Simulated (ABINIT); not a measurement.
Crystal: CdF2.

```
CELL_PARAMETERS angstrom
0.00000 2.69400 2.69400
2.69400 0.00000 2.69400
2.69400 2.69400 0.00000
ATOMIC_POSITIONS crystal
Cd 0.00000 0.00000 0.00000
F 0.75000 0.75000 0.75000
F 0.25000 0.25000 0.25000
```

Base run:

* Program: ABINIT 10.8.3 (patched build)
* Functional: BLYP
* Potentials or basis: JTH PAW PBE v2.0
* Cutoff: 762 eV
* k mesh: 9 × 9 × 9
* Occupations: fermi-dirac, width 0.05 eV
* Spin: no spin polarisation

Its results: band gap on the k mesh 3.13 eV, indirect (least direct gap 3.58 eV); pressure 7.4 GPa.

**Question.** The run is repeated on the same cell with these changes: functional from BLYP to SCAN. What comes out?

**Answer.** Band gap on the k mesh 3.65 eV, indirect (least direct gap 4.11 eV); pressure -2.2 GPa.

SCAN gives the wider gap, since meta-GGAs in the generalised Kohn-Sham scheme recover part of the derivative discontinuity.

Caveats: the PAW data sets were made with another functional, which shifts forces and pressure a little; an odd mesh through Γ misses points on the zone boundary, where band edges often lie.
